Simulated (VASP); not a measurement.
Here is a VASP 6.6.1 calculation.

POSCAR

```
TlCl
1.0
    3.8340000000      0.0000000000      0.0000000000
    0.0000000000      3.8340000000      0.0000000000
    0.0000000000      0.0000000000      3.8340000000
Tl Cl
1 1
Direct
    0.0000000000      0.0000000000      0.0000000000
    0.5000000000      0.5000000000      0.5000000000
```

The input INCAR.step1:

```
PREC     = Accurate       # precision mode
ENCUT    = 520            # plane-wave cutoff, eV
ISMEAR   = 0              # smearing method
SIGMA    = 0.01           # smearing width, eV
LREAL    = False          # projectors in reciprocal space
LASPH    = True           # aspherical terms in the spheres
NELM     = 100            # most SCF steps
NBANDS   = 17             # bands
GGA      = PE             # functional
ALGO     = Normal         # electronic algorithm
EDIFF    = 1E-4           # SCF threshold, eV
LWAVE    = True           # write WAVECAR
LCHARG   = False          # write CHGCAR
```

Contents of INCAR.step2:

```
PREC     = Accurate       # precision mode
ENCUT    = 520            # plane-wave cutoff, eV
EDIFF    = 1E-6           # SCF threshold, eV
ISMEAR   = 0              # smearing method
SIGMA    = 0.01           # smearing width, eV
LREAL    = False          # projectors in reciprocal space
LASPH    = True           # aspherical terms in the spheres
NELM     = 100            # most SCF steps
ALGO     = Normal         # electronic algorithm
ISIF     = 2              # what is computed and relaxed
LWAVE    = False          # write WAVECAR
LCHARG   = False          # write CHGCAR
METAGGA  = R2SCAN         # meta-GGA
LMIXTAU  = True         
NBANDS   = 17             # bands
ISTART   = 1
```

File KPOINTS:

```
regular mesh
0
Gamma
  5 5 5
```

Potentials or basis: VASP PAW PBE potentials, release 64 (Tl_d, Cl).

Launch:

```console
$ cat potpaw_PBE.64/Tl_d/POTCAR potpaw_PBE.64/Cl/POTCAR > POTCAR
$ cp INCAR.step1 INCAR
$ mpirun -np 1 vasp_std > vasp.out
$ cp INCAR.step2 INCAR
$ mpirun -np 1 vasp_std > vasp.out
```

(1) What does it give for the band gap on the k mesh?

(2) Estimate the pressure.

## Answers

(1) 3.31 eV, direct.

(2) 0.0 GPa.

Caveat: the PAW data sets were made with another functional, which shifts forces and pressure a little; spin-orbit coupling is left out, which as a rule narrows the gap of such compounds by several tenths of an eV; an odd mesh through Γ misses points on the zone boundary, where band edges often lie.
